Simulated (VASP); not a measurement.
**VASP 6.6.1 run: BN**

INCAR

```
PREC = Accurate
NBANDS = 11
NSW = 0
LWAVE = .FALSE.
LCHARG = .FALSE.
IBRION = -1
METAGGA = R2SCAN
ISMEAR = 0
ADDGRID = .TRUE.
LASPH = .TRUE.
ALGO = Normal
SIGMA = 0.01
LREAL = .FALSE.
NELM = 66
EDIFF = 1E-7
ENCUT = 450
ISIF = 2
```

KPOINTS

```
KPOINTS created by Atomic Simulation Environment
0
Gamma
12 12 12
0 0 0
```

POSCAR

```
B  N
 1.0000000000000000
     0.0000000000000000    1.7283676755999999    1.7283676755999999
     1.7283676755999999    0.0000000000000000    1.7283676755999999
     1.7283676755999999    1.7283676755999999    0.0000000000000000
 B   N
   1   1
Cartesian
  0.0000000000000000  0.0000000000000000  0.0000000000000000
  1.7283676755999999  1.7283676755999999  1.7283676755999999
```

The recommended PBE PAW datasets give the neutral cell 8 valence electrons.

Command

```
mpirun -np 1 vasp_std
```

Problem. Predict the outcome of this run.

Solution. It converged. Results: gap between bands v and c on the k mesh 1.56 eV; least direct gap on the k mesh 6.63 eV; pressure 11.0 GPa. Band v is the last that the valence electrons fill when counted band by band, and c is the next.

OSZICAR

```
N       E                     dE             d eps       ncg     rms          rms(c)
DAV:   1     0.516612453341E+01    0.51661E+01   -0.48340E+03  1675   0.669E+02
DAV:   2    -0.182893636790E+02   -0.23455E+02   -0.22471E+02  1849   0.143E+02
DAV:   3    -0.186374547284E+02   -0.34809E+00   -0.34773E+00  1878   0.152E+01
DAV:   4    -0.186377040647E+02   -0.24934E-03   -0.24933E-03  1725   0.467E-01
DAV:   5    -0.186377041859E+02   -0.12115E-06   -0.12116E-06  1845   0.104E-02    0.630E+00
DAV:   6    -0.153431010899E+02    0.32946E+01   -0.26073E+00  1614   0.855E+00    0.289E+00
DAV:   7    -0.153900491030E+02   -0.46948E-01   -0.25273E-01  1794   0.355E+00    0.166E+00
DAV:   8    -0.154098095507E+02   -0.19760E-01   -0.27820E-02  1731   0.115E+00    0.297E-01
DAV:   9    -0.154088940738E+02    0.91548E-03   -0.67455E-03  1749   0.437E-01    0.676E-02
DAV:  10    -0.154089180232E+02   -0.23949E-04   -0.12494E-04  1749   0.110E-01    0.406E-02
DAV:  11    -0.154089228101E+02   -0.47869E-05   -0.11717E-04  1710   0.659E-02    0.173E-03
DAV:  12    -0.154089233071E+02   -0.49702E-06   -0.22667E-06  1800   0.151E-02    0.279E-03
DAV:  13    -0.154089234207E+02   -0.11355E-06   -0.11264E-07  1698   0.357E-03    0.726E-04
DAV:  14    -0.154089234412E+02   -0.20539E-07   -0.51540E-09   861   0.755E-04
   1 F= -.15408923E+02 E0= -.15408923E+02  d E =-.786159E-33
```

For comparison, a separate r²SCAN run of the intended cell, on usual settings and not on those above, gives a gap of 1.57 eV on its mesh and a pressure of 13.3 GPa.
